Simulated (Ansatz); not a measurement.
**AgBr (Fm-3m)**

Level of theory: DFT r2SCAN, scalar-relativistic, plane waves, PAW (Ansatz 0.2.0).

Cutoff 500 eV; k points 8×8×8 on the computed 2-atom cell (Γ-centred); Gaussian smearing, width 0.02 eV; no spin polarisation.

The structure is relaxed at this level of theory with its symmetry kept.

```cif
data_structure
_symmetry_space_group_name_H-M 'P 1'
_symmetry_Int_Tables_number 1
_cell_length_a 4.0907
_cell_length_b 4.0907
_cell_length_c 4.0907
_cell_angle_alpha 60.000
_cell_angle_beta 60.000
_cell_angle_gamma 60.000
_cell_volume 48.40
loop_
_atom_site_label
_atom_site_type_symbol
_atom_site_fract_x
_atom_site_fract_y
_atom_site_fract_z
_atom_site_occupancy
Ag1 Ag 0.00000 0.00000 0.00000 1
Br1 Br 0.50000 0.50000 0.50000 1
```

Problem. Formation energy from the elements' standard states (Br, Hg as crystals; uncorrected)?

Solution. -0.455 eV/atom.

Problem. Generalised Kohn–Sham band gap?

Solution. 1.29 eV, indirect from L to Γ.

Problem. Löwdin character of the top 1 eV of the valence band?

Solution. Br 4p 54 %, Ag 4d 44 %.

Problem. Löwdin character of the lowest 1 eV of the conduction band?

Solution. Ag 5s 65 %, Br 4s 21 %, Br 4p 11 %.

Problem. Electron masses at the edge by Cartesian direction of the standard setting (m_e; degenerate bands sorted by energy; no spin-orbit coupling)?

Solution. x: 0.22; y: 0.22; z: 0.22.

Problem. Hole masses at the edge by Cartesian direction of the standard setting (m_e; degenerate bands sorted by energy; no spin-orbit coupling)?

Solution. x: 4.7, 0.31; y: 4.7, 0.31; z: 4.7, 0.31.

Problem. Bulk modulus?

Solution. 45 GPa.

Problem. Its pressure derivative?

Solution. 5.2.

Problem. Bader charges (e)?

Solution. Ag (1 in the cell) 0.54, Br (1 in the cell) -0.54.

Cost: 8 runs of about 0.96 core-minutes in all, on Arm Neoverse V2 (shared hosts).